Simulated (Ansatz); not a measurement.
Crystal: FePt (Tetraferroplatinum).

```
CELL_PARAMETERS angstrom
2.72350 0.00000 0.00000
0.00000 2.72350 0.00000
0.00000 0.00000 3.72000
ATOMIC_POSITIONS crystal
Pt 0.50000 0.50000 0.50000
Fe 0.00000 0.00000 0.00000
```

```yaml
Program: Ansatz 0.2.0
Task: relaxation of cell and atoms
Functional: PBE
Potentials_or_basis: all-electron LAPW, scalar-relativistic
Basis_error_allowed: 0.001 eV/atom
k_mesh: 10 × 10 × 7
Occupations: fermi-dirac, width 0.05 eV
Spin: collinear spin, ferromagnetic start
Starting_moments: "[0.0, 3.0] μB"
```

At the start: volume 13.80 Å³/atom.

Question: Where does the relaxation end?

Answer: Over 5 steps the energy falls by 2.4 meV/atom and the volume is 14.02 Å³/atom (+1.6 %); space group P4/mmm (No. 123, to 0.05 Å); moment 3.31 μB per cell.

Step by step:
```
step  energy change (eV)  largest force (eV/Å)  volume (Å³)
   1              0.0000                0.0000        27.59
   2             -0.0039                0.0000        28.24
   3             -0.0047                0.0000        28.05
   4             -0.0047                0.0000        28.04
   5             -0.0047                0.0000        28.04
```

Final structure:
```
Pt Fe
1.0
     2.73556    0.00000    0.00000
     0.00000    2.73556    0.00000
     0.00000    0.00000    3.74728
Pt Fe
1 1
Direct
  0.50000 0.50000 0.50000
  0.00000 0.00000 0.00000
```
